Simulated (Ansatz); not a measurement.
# ZnS: the cost of one run

Computed with Ansatz 0.2.0 (DFT PBEsol, frozen-core PAW, scalar-relativistic unless said, unless a step's input says otherwise).

The COD entry's cell or inner coordinates are ideal or old and differ from later refinements, so a difference from it is no clean test against experiment.

**1. The system as given**

It takes space group F-43m (No. 216, cubic). Conventional cell: a = 5.404 Å, b = 5.404 Å, c = 5.404 Å, α = 90.00°, β = 90.00°, γ = 90.00°. Around Zn (site symmetry -43m) lie 4 S at 2.34 Å. Around S (site symmetry -43m) lie 4 Zn at 2.34 Å.

Structure file:

```cif
data_structure
_symmetry_space_group_name_H-M 'P 1'
_symmetry_Int_Tables_number 1
_cell_length_a 3.8212
_cell_length_b 3.8212
_cell_length_c 3.8212
_cell_angle_alpha 60.000
_cell_angle_beta 60.000
_cell_angle_gamma 90.000
_cell_volume 39.45
loop_
_atom_site_label
_atom_site_type_symbol
_atom_site_fract_x
_atom_site_fract_y
_atom_site_fract_z
_atom_site_occupancy
Zn1 Zn 0.75000 0.25000 0.50000 1
S1 S 0.00000 0.00000 0.00000 1
```

Cartesian axes are those of the input's lattice vectors. The structure goes back to a database entry.

**2. Cell and atoms relaxed, PAW**

Input file input.yaml:

```yaml
crystal:
  lattice:
    - [2.702, 2.702, 0.0]
    - [-2.702, 2.702, 0.0]
    - [0.0, 2.702, 2.702]
  atoms:
    - { symbol: Zn, position: [0.75, 0.25, 0.5] }
    - { symbol: S, position: [0.0, 0.0, 0.0] }
kpoints:
  mp_grid: { grid: [12, 12, 12] }
scf:
  occupations: { method: fermi_dirac, width: 0.08 }
hamiltonian:
  xc: pbesol
  pseudopotentials: { kind: paw }
relax:
  f_tol: 0.002
  max_steps: 80
  cell: {}
output:
  forces: true
  stress: true
  write_density: true
  write_potential: true
  elf: true
  volumetric_format: npy
```

Command:

```sh
ansatz run input.yaml --threads 1 --pin off --max-ram 3072MiB --backend cpu --events-out ev --progress --plain --runs-dir out
```

**Question.** How long does this run take on 1 thread of Arm Neoverse V2, shared host, and how much memory does it need?

About 13 s, with a peak of 0.35 GiB.
